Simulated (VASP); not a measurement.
# SrO (Fm-3m) in VASP: settings compared

Aim: see how the results for SrO move with the level of theory and the settings. Levels: PBE, MS2. Tasks: equation of state, single point, band structure.

Program: VASP 6.6.1. These are calculated values, not measurements. Logs are shortened: lines on timing, memory, paths and dates and some standing lists are left out, and cuts for length are marked.

## Step 1: The undisturbed crystal

It takes space group Fm-3m (No. 225, cubic). Conventional cell: a = 5.133 Å, b = 5.133 Å, c = 5.133 Å, α = 90.00°, β = 90.00°, γ = 90.00°. Sr (site symmetry m-3m) is surrounded by 6 O at 2.57 Å. O (site symmetry m-3m) has 6 Sr at 2.57 Å as nearest neighbours.

## Step 2: Equation of state, PBE, 16.39 Å³/atom

File INCAR:

```
SYSTEM = SrO
PREC     = Accurate       ! precision mode
ENCUT    = 1400           ! plane-wave cutoff, eV
EDIFF    = 1E-8           ! SCF threshold, eV
ISMEAR   = 0              ! smearing method
SIGMA    = 0.05           ! smearing width, eV
LREAL    = .FALSE.        ! projectors in reciprocal space
LASPH    = .TRUE.         ! aspherical terms in the spheres
NELM     = 100            ! most SCF steps
ALGO     = Normal         ! electronic algorithm
ISIF     = 2              ! what is computed and relaxed
LWAVE    = .FALSE.        ! write WAVECAR
LCHARG   = .FALSE.        ! write CHGCAR
GGA      = PE             ! functional
ADDGRID  = .FALSE.
```

File KPOINTS:

```
regular mesh
0
G
  13 13 13
  0 0 0
```

File POSCAR:

```
SrO
1.0
    0.0000000000      2.5403760054      2.5403760054
    2.5403760054      0.0000000000      2.5403760054
    2.5403760054      2.5403760054      0.0000000000
Sr O
1 1
Direct
    0.5000000000      0.5000000000      0.5000000000
    0.0000000000      0.0000000000      0.0000000000
```

Potentials or basis: VASP PAW PBE potentials, release 64 (Sr_sv, O_h).

Launch:

```sh
$ cat potpaw_PBE.64/Sr_sv/POTCAR potpaw_PBE.64/O_h/POTCAR > POTCAR
$ mpirun -np 1 vasp_std > vasp.out
```

OUTCAR:

```text
SYSTEM = SrO
   PREC = Accurate
   ENCUT = 1400
   EDIFF = 1E-8
   ISMEAR = 0
   LREAL = .FALSE.
   LASPH = .TRUE.
   NELM = 100
   ISIF = 2
   GGA = PE

 ion  position               nearest neighbor table
   1  0.500  0.500  0.500-   2 2.54   2 2.54   2 2.54   2 2.54   2 2.54   2 2.54
   2  0.000  0.000  0.000-   1 2.54   1 2.54   1 2.54   1 2.54   1 2.54   1 2.54

  LATTYP: Found a face centered cubic cell.
 ALAT       =     5.0807520108

  Lattice vectors:

 A1 = (   0.0000000000,   2.5403760054,   2.5403760054)
 A2 = (   2.5403760054,   0.0000000000,   2.5403760054)
 A3 = (   2.5403760054,   2.5403760054,   0.0000000000)

Analysis of symmetry for initial positions (statically):
=====================================================================
 Subroutine PRICEL returns:
 Original cell was already a primitive cell.

 Routine SETGRP: Setting up the symmetry group for a
 face centered cubic supercell.

 Subroutine GETGRP returns: Found 48 space group operations
 (whereof 48 operations were pure point group operations)
 out of a pool of 48 trial point group operations.

The static configuration has the point symmetry O_h .

Analysis of symmetry for dynamics (positions and initial velocities):
=====================================================================
 Subroutine PRICEL returns:
 Original cell was already a primitive cell.

 Routine SETGRP: Setting up the symmetry group for a
 face centered cubic supercell.

 Subroutine GETGRP returns: Found 48 space group operations
 (whereof 48 operations were pure point group operations)
 out of a pool of 48 trial point group operations.

The dynamic configuration has the point symmetry O_h .

 Subroutine INISYM returns: Found 48 space group operations
 (whereof 48 operations are pure point group operations),
 and found     1 'primitive' translations

----------------------------------------------------------------------------------------

                                     Primitive cell

  volume of cell :      32.7887

  direct lattice vectors                    reciprocal lattice vectors
     0.000000000  2.540376005  2.540376005    -0.196821258  0.196821258  0.196821258
     2.540376005  0.000000000  2.540376005     0.196821258 -0.196821258  0.196821258
     2.540376005  2.540376005  0.000000000     0.196821258  0.196821258 -0.196821258

  length of vectors
     3.592634200  3.592634200  3.592634200     0.340904418  0.340904418  0.340904418

  position of ions in fractional coordinates (direct lattice)
     0.500000000  0.500000000  0.500000000
     0.000000000  0.000000000  0.000000000

  ion indices of the primitive-cell ions
   primitive index   ion index
                 1           1
                 2           2

----------------------------------------------------------------------------------------

 KPOINTS: regular mesh

Automatic generation of k-mesh.
 Grid dimensions read from file:
 generate k-points for:   13   13   13

 Generating k-lattice:

  Cartesian coordinates                     Fractional coordinates (reciprocal lattice)
    -0.015140097  0.015140097  0.015140097     0.076923077  0.000000000  0.000000000
     0.015140097 -0.015140097  0.015140097     0.000000000  0.076923077  0.000000000
     0.015140097  0.015140097 -0.015140097     0.000000000  0.000000000  0.076923077

  Length of vectors
     0.026223417  0.026223417  0.026223417

  Shift w.r.t. Gamma in fractional coordinates (k-lattice)
     0.000000000  0.000000000  0.000000000

 Subroutine IBZKPT returns following result:
 ===========================================

 Found     84 irreducible k-points:

 Following reciprocal coordinates:
            Coordinates               Weight
  0.000000  0.000000  0.000000      1.000000
  0.076923  0.000000  0.000000      8.000000
  0.153846  0.000000  0.000000      8.000000
  0.230769  0.000000  0.000000      8.000000
  0.307692  0.000000  0.000000      8.000000
  0.384615  0.000000  0.000000      8.000000
[... 16 lines left out ...]
  0.384615  0.153846  0.000000     24.000000
[... 41 lines left out ...]

 Free energy of the ion-electron system (eV)
  ---------------------------------------------------
  ext. energy  EPLUGINS =         0.00000000
  ---------------------------------------------------
  free energy    TOTEN  =       -12.00836388 eV

  energy without entropy =      -12.00836388  energy(sigma->0) =      -12.00836388

 E-fermi :   2.3176     XC(G=0): -10.1996

 val. band max:        2.0697954744   @ k =   0.0000   0.0000   0.0000
 cond. band min:       5.3423321413   @ k =   0.4615   0.4615   0.0000
 fundamental gap:      3.2725366669
 Fermi energy:         2.3176313108

 k-point     1 :       0.0000    0.0000    0.0000
  band No.  band energies     occupation
      1     -30.1952      2.00000
      2     -13.0631      2.00000
      3     -11.7929      2.00000
      4     -11.7929      2.00000
      5     -11.7929      2.00000
      6       2.0698      2.00000
      7       2.0698      2.00000
      8       2.0698      2.00000
      9       6.3196      0.00000
     10       8.3606      0.00000
     11       8.3606      0.00000
     12       8.3606      0.00000

 k-point     2 :       0.0769    0.0000    0.0000
  band No.  band energies     occupation
      1     -30.1861      2.00000
      2     -13.2251      2.00000
      3     -11.7980      2.00000
      4     -11.7980      2.00000
      5     -11.6527      2.00000
      6       1.8771      2.00000
      7       1.9854      2.00000
      8       1.9854      2.00000
      9       6.6073      0.00000
     10       8.2890      0.00000
     11       8.4827      0.00000
     12       8.4827      0.00000

 k-point     3 :       0.1538    0.0000    0.0000
  band No.  band energies     occupation
      1     -30.1608      2.00000
      2     -13.5702      2.00000
      3     -11.8123      2.00000
      4     -11.8123      2.00000
      5     -11.3685      2.00000
      6       1.4199      2.00000
      7       1.7642      2.00000
      8       1.7642      2.00000
      9       7.3414      0.00000
     10       8.1748      0.00000
     11       8.8373      0.00000
     12       8.8373      0.00000
[... 286 lines left out ...]
 k-point    23 :       0.3846    0.1538    0.0000
  band No.  band energies     occupation
      1     -30.0556      2.00000
      2     -14.2372      2.00000
      3     -11.9797      2.00000
      4     -11.9675      2.00000
      5     -10.9823      2.00000
      6       0.4544      2.00000
      7       1.2314      2.00000
      8       1.4278      2.00000
      9       7.4880      0.00000
     10       9.4111      0.00000
     11      10.9627      0.00000
     12      11.0879      0.00000

 k-point    24 :       0.4615    0.1538    0.0000
  band No.  band energies     occupation
      1     -30.0304      2.00000
      2     -14.3977      2.00000
      3     -12.0351      2.00000
      4     -11.9627      2.00000
      5     -10.8897      2.00000
      6       0.3285      2.00000
      7       1.0632      2.00000
      8       1.1962      2.00000
      9       8.0064      0.00000
     10       9.7130      0.00000
     11      11.4243      0.00000
     12      11.5611      0.00000

 [... further k-points ...]
[... 5 lines left out ...]
  --------------------------------------------------------------------------------------
  -------------------------------------------------------------------------------------
  Total        1.4616433      1.4616433      1.4616433      0.0000000     -0.0000000      0.0000000
  in kB       71.4213357     71.4213357     71.4213357      0.0000000     -0.0000000      0.0000000
  external PRESSURE =      71.4213357 kB  Pullay stress =       0.0000000 kB

 VOLUME and BASIS-vectors are now :
 -----------------------------------------------------------------------------
  energy-cutoff  :     1400.00
  volume of cell :       32.79
      direct lattice vectors                 reciprocal lattice vectors
     0.000000000  2.540376005  2.540376005    -0.196821258  0.196821258  0.196821258
     2.540376005  0.000000000  2.540376005     0.196821258 -0.196821258  0.196821258
     2.540376005  2.540376005  0.000000000     0.196821258  0.196821258 -0.196821258

 POSITION                                       TOTAL-FORCE (eV/Angst)
 -----------------------------------------------------------------------------------
      2.54038      2.54038      2.54038         0.000000      0.000000      0.000000
      0.00000      0.00000      0.00000        -0.000000     -0.000000     -0.000000
 -----------------------------------------------------------------------------------
    total drift:                               -0.000000     -0.000000     -0.000000

  FREE ENERGIE OF THE ION-ELECTRON SYSTEM (eV)
  ---------------------------------------------------
  free  energy   TOTEN  =       -12.0083638837 eV

  energy  without entropy=      -12.0083638837  energy(sigma->0) =      -12.00836388
```

It took 5.7 min on 1 thread of Intel Xeon Platinum 8375C at 2.90GHz (Ice Lake), shared host; peak memory 0.43 GiB.

What came out:

```
Free energy            : -12.0084 eV
Pressure               : 7.1 GPa
Band gap on the k mesh : 3.27 eV, indirect (least direct gap 3.34 eV)
```

Caveat: an odd mesh through Γ misses points on the zone boundary, where band edges often lie.

## Step 3: Equation of state, PBE, 17.41 Å³/atom

INCAR is that of step 2.

KPOINTS is that of step 2.

File POSCAR:

```
SrO
1.0
    0.0000000000      2.5917105635      2.5917105635
    2.5917105635      0.0000000000      2.5917105635
    2.5917105635      2.5917105635      0.0000000000
Sr O
1 1
Direct
    0.5000000000      0.5000000000      0.5000000000
    0.0000000000      0.0000000000      0.0000000000
```

Potentials or basis: VASP PAW PBE potentials, release 64 (Sr_sv, O_h).

Launch:

```sh
$ cat potpaw_PBE.64/Sr_sv/POTCAR potpaw_PBE.64/O_h/POTCAR > POTCAR
$ mpirun -np 1 vasp_std > vasp.out
```

Wall time 6.1 min (1 thread of Intel Xeon Platinum 8375C at 2.90GHz (Ice Lake), shared host); peak memory 0.43 GiB.

The run converged. Its results:

```yaml
Free_energy: -12.0600 eV
Pressure: 1.0 GPa
Band_gap_on_the_k_mesh: 3.31 eV, indirect (least direct gap 3.41 eV)
```

Caveat: an odd mesh through Γ misses points on the zone boundary, where band edges often lie.

## Step 4: Equation of state, PBE, 16.39 Å³/atom

Changes to INCAR since step 3:

```diff
@@ -2,4 +2,4 @@
 PREC     = Accurate       ! precision mode
-ENCUT    = 1400           ! plane-wave cutoff, eV
-EDIFF    = 1E-8           ! SCF threshold, eV
+ENCUT    = 900            ! plane-wave cutoff, eV
+EDIFF    = 1E-7           ! SCF threshold, eV
 ISMEAR   = 0              ! smearing method
```

File KPOINTS:

```
regular mesh
0
G
  9 9 9
  0 0 0
```

File POSCAR:

```
SrO
1.0
    0.0000000000      2.5403760054      2.5403760054
    2.5403760054      0.0000000000      2.5403760054
    2.5403760054      2.5403760054      0.0000000000
Sr O
1 1
Direct
    0.5000000000      0.5000000000      0.5000000000
    0.0000000000      0.0000000000      0.0000000000
```

Launch:

```sh
$ cat potpaw_PBE.64/Sr_sv/POTCAR potpaw_PBE.64/O_h/POTCAR > POTCAR
$ mpirun -np 1 vasp_std > vasp.out
```

Run time: 60 s. Hardware: 1 thread of Intel Xeon Platinum 8375C at 2.90GHz (Ice Lake), shared host; peak memory 0.22 GiB.

The run converged, but some of its settings lie outside the range that counts as converged, so its numbers aren't taken as properties of the crystal.

What came out:

| Property | Result |
| --- | --- |
| Free energy | -12.0076 eV |
| Pressure | 7.0 GPa |
| Band gap on the k mesh | 3.30 eV, indirect (least direct gap 3.37 eV) |

Caveat: the cutoff is under 1.25 times the usual one of these potentials, so pressure, stress and relaxed cells hold a basis-set (Pulay) error; an odd mesh through Γ misses points on the zone boundary, where band edges often lie.

## Step 5: Equation of state, PBE, 17.41 Å³/atom

INCAR is that of step 4.

KPOINTS is that of step 4.

File POSCAR:

```
SrO
1.0
    0.0000000000      2.5917105635      2.5917105635
    2.5917105635      0.0000000000      2.5917105635
    2.5917105635      2.5917105635      0.0000000000
Sr O
1 1
Direct
    0.5000000000      0.5000000000      0.5000000000
    0.0000000000      0.0000000000      0.0000000000
```

Launch:

```sh
$ cat potpaw_PBE.64/Sr_sv/POTCAR potpaw_PBE.64/O_h/POTCAR > POTCAR
$ mpirun -np 1 vasp_std > vasp.out
```

Run time: 57 s. Hardware: 1 thread of Intel Xeon Platinum 8375C at 2.90GHz (Ice Lake), shared host; peak memory 0.22 GiB.

These settings aren't checked as converged: the numbers below hold their error.

Results:

```yaml
Free_energy: -12.0593 eV
Pressure: 0.9 GPa
Band_gap_on_the_k_mesh: 3.34 eV, indirect (least direct gap 3.45 eV)
```

Caveat: the cutoff is under 1.25 times the usual one of these potentials, so pressure, stress and relaxed cells hold a basis-set (Pulay) error; an odd mesh through Γ misses points on the zone boundary, where band edges often lie.

## Step 6: Single point, PBE, 16.23 Å³/atom (strain = -0.04)

File INCAR:

```
SYSTEM = SrO
PREC     = Accurate       ! precision mode
ENCUT    = 520            ! plane-wave cutoff, eV
EDIFF    = 1E-6           ! SCF threshold, eV
ISMEAR   = -1             ! smearing method
SIGMA    = 0.05           ! smearing width, eV
LREAL    = .FALSE.        ! projectors in reciprocal space
LASPH    = .TRUE.         ! aspherical terms in the spheres
NELM     = 60             ! most SCF steps
ALGO     = Normal         ! electronic algorithm
ISIF     = 2              ! what is computed and relaxed
LWAVE    = .FALSE.        ! write WAVECAR
LCHARG   = .FALSE.        ! write CHGCAR
GGA      = PE             ! functional
NBANDS   = 15             ! bands
```

File KPOINTS:

```
Automatic mesh
0
G
  9 9 9
  0 0 0
```

File POSCAR:

```
SrO
1.0
    0.0000000000      2.5663000000      2.4636480000
    2.5663000000      0.0000000000      2.4636480000
    2.5663000000      2.5663000000      0.0000000000
Sr O
1 1
Direct
    0.5000000000      0.5000000000      0.5000000000
    0.0000000000      0.0000000000      0.0000000000
```

Potentials or basis: VASP PAW PBE potentials, release 64 (Sr_sv, O).

Launch:

```sh
$ cat potpaw_PBE.64/Sr_sv/POTCAR potpaw_PBE.64/O/POTCAR > POTCAR
$ mpirun -np 1 vasp_std > vasp.out
```

Run time: 34 s. Hardware: 1 thread of Intel Xeon Platinum 8488C (Sapphire Rapids), shared host; peak memory 0.18 GiB.

It converged, with:

| Property | Result |
| --- | --- |
| Free energy | -11.9630 eV |
| Pressure | 8.9 GPa |
| Band gap on the k mesh | 3.07 eV, indirect (least direct gap 3.26 eV) |

Caveat: an odd mesh through Γ misses points on the zone boundary, where band edges often lie.

## Step 7: Single point, PBE, 16.56 Å³/atom (strain = -0.02)

INCAR is that of step 6.

KPOINTS is that of step 6.

File POSCAR:

```
SrO
1.0
    0.0000000000      2.5663000000      2.5149740000
    2.5663000000      0.0000000000      2.5149740000
    2.5663000000      2.5663000000      0.0000000000
Sr O
1 1
Direct
    0.5000000000      0.5000000000      0.5000000000
    0.0000000000      0.0000000000      0.0000000000
```

Launch:

```sh
$ cat potpaw_PBE.64/Sr_sv/POTCAR potpaw_PBE.64/O/POTCAR > POTCAR
$ mpirun -np 1 vasp_std > vasp.out
```

Run time: 30 s. Hardware: 1 thread of Intel Xeon Platinum 8488C (Sapphire Rapids), shared host; peak memory 0.18 GiB.

It converged, with:

```yaml
Free_energy: -12.0108 eV
Pressure: 6.2 GPa
Band_gap_on_the_k_mesh: 3.20 eV, indirect (least direct gap 3.35 eV)
```

Caveat: an odd mesh through Γ misses points on the zone boundary, where band edges often lie.

## Step 8: Band structure, MS2 (cell strained at random at fixed volume)

File INCAR:

```
SYSTEM = SrO
  PREC = Accurate
  ENCUT = 400
  EDIFF = 1E-6
  ISMEAR = -1
  SIGMA = 0.1
  LREAL = .FALSE.
  LASPH = .TRUE.
  NELM = 80
  ALGO = Normal
  ISIF = 2
  LWAVE = .FALSE.
  LCHARG = .FALSE.
  METAGGA = MS2
  LMIXTAU = .TRUE.
  NBANDS = 15
```

KPOINTS is that of step 7.

File POSCAR:

```
SrO
1.0
    0.0393510000      2.5441750000      2.5485510000
    2.6457280000      0.0156070000      2.5722940000
    2.6277920000      2.5499820000      0.0335440000
Sr O
1 1
Direct
    0.5000000000      0.5000000000      0.5000000000
    0.0000000000      0.0000000000      0.0000000000
```

File KPOINTS_OPT:

```
path XGY,LGZ,NGM,RG
10
line-mode
reciprocal
 0.0000000000 -0.5000000000  0.0000000000  X
 0.0000000000  0.0000000000  0.0000000000  G

 0.0000000000  0.0000000000  0.0000000000  G
 0.5000000000  0.5000000000  0.5000000000  Y

 0.5000000000  0.0000000000  0.5000000000  L
 0.0000000000  0.0000000000  0.0000000000  G

 0.0000000000  0.0000000000  0.0000000000  G
-0.5000000000  0.0000000000  0.0000000000  Z

-0.5000000000 -0.5000000000  0.0000000000  N
 0.0000000000  0.0000000000  0.0000000000  G

 0.0000000000  0.0000000000  0.0000000000  G
 0.0000000000  0.5000000000  0.5000000000  M

 0.0000000000  0.0000000000  0.5000000000  R
 0.0000000000  0.0000000000  0.0000000000  G
```

Potentials or basis: VASP PAW PBE potentials, release 64 (Sr_sv, O_s).

Launch:

```sh
$ cat potpaw_PBE.64/Sr_sv/POTCAR potpaw_PBE.64/O_s/POTCAR > POTCAR
$ mpirun -np 1 vasp_std > vasp.out
```

It took 7.9 min on 1 thread of AMD EPYC 9R45 (Zen 5), shared host; peak memory 0.29 GiB.

The run converged. Its results:

```
Free energy             : -14.9014 eV
Pressure                : 1.9 GPa
Band gap on the k mesh  : 3.48 eV, indirect (least direct gap 3.58 eV)
Band gap along the path : 3.42 eV, indirect (least direct gap 3.51 eV)
```

Stress tensor (GPa, compression positive):
```
-0.83 -0.46 -1.20
-0.46  3.38 -0.25
-1.20 -0.25  3.13
```

Levels at the corners of the path, in eV from the valence-band top:
```tsv
point	band 4	band 5	band 6	band 7	band 8	band 9	band 10	band 11	band 12	band 13
X	-14.52	-13.62	-2.18	-1.20	-1.10	6.81	8.59	9.17	9.41	12.39
Γ	-14.47	-14.47	-0.10	0.00	0.00	4.30	6.33	6.65	6.70	8.73
Γ	-14.47	-14.47	-0.10	0.00	0.00	4.30	6.33	6.65	6.70	8.73
Y	-14.51	-13.59	-2.18	-1.15	-1.08	6.79	8.57	9.16	9.30	12.37
L	-14.88	-14.85	-0.44	-0.21	-0.09	3.42	8.36	10.65	10.79	11.44
Γ	-14.47	-14.47	-0.10	0.00	0.00	4.30	6.33	6.65	6.70	8.73
Γ	-14.47	-14.47	-0.10	0.00	0.00	4.30	6.33	6.65	6.70	8.73
Z	-14.54	-13.66	-2.18	-1.24	-1.17	6.88	8.61	9.23	9.50	12.42
N	-14.87	-14.85	-0.45	-0.20	-0.09	3.43	8.35	10.65	10.77	11.44
Γ	-14.47	-14.47	-0.10	0.00	0.00	4.30	6.33	6.65	6.70	8.73
Γ	-14.47	-14.47	-0.10	0.00	0.00	4.30	6.33	6.65	6.70	8.73
M	-14.80	-14.80	-0.61	-0.10	-0.09	3.53	8.37	10.55	10.79	11.60
R	-14.53	-13.65	-2.18	-1.23	-1.15	6.86	8.61	9.22	9.48	12.41
Γ	-14.47	-14.47	-0.10	0.00	0.00	4.30	6.33	6.65	6.70	8.73
```

Caveat: the PAW data sets were made with another functional, which shifts forces and pressure a little.

## Step 9: For comparison

An earlier run on the cell as given: functional PBEsol; potentials or basis VASP PAW PBE potentials, release 64 (Sr_sv, O); cutoff 520 eV; k mesh 9 × 9 × 9; occupations fermi-dirac, width 0.05 eV; no spin polarisation.

* Pressure: 0.1 GPa
* Band gap on the k mesh: 3.21 eV, indirect (least direct gap 3.30 eV)
